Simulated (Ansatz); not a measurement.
## InSe: relaxed-ion elastic tensor

These are results of DFT PBEsol, scalar-relativistic, plane waves, PAW (Ansatz 0.2.0), not measurements. Settings: 420 eV plane-wave cutoff, Γ-centred 12×12×12 mesh, fixed occupations. No spin polarisation.

Equilibrium structure at this level:
```
CELL_PARAMETERS angstrom
2.00445 1.15727 8.42960
-2.00445 1.15727 8.42960
0.00000 -2.31454 8.42960
ATOMIC_POSITIONS crystal
In 0.00077 0.00077 0.00077
In 0.11057 0.11057 0.11057
Se 0.61693 0.61693 0.61693
Se 0.82773 0.82773 0.82773
```

The crystal is built of layers and no dispersion correction was added, so the binding between them is poorly described, and with it their spacing and whatever depends on it.

Task: Give the relaxed-ion elastic constants (GPa, Voigt order xx yy zz yz xz xy, on the axes of the cell above).

Result:
C11 = 64.7, C12 = 20.2, C13 = 8.6, C14 = 2.2, C22 = 64.7, C23 = 8.6, C24 = -2.2, C33 = 17.9, C44 = 6.6, C55 = 6.6, C56 = 2.2, C66 = 22.3 GPa; the others vanish.

Task: Is the crystal stable against homogeneous strain?

Result: Yes: the least eigenvalue of the tensor is 6.3 GPa.

Task: And the moduli of a polycrystal (Hill averages)?

Result: B = 20 GPa, G = 12 GPa, E = 30 GPa, ν = 0.25.

Cost: 1 run of about 21 core-minutes, on AMD EPYC 9R45 (Zen 5) (shared hosts).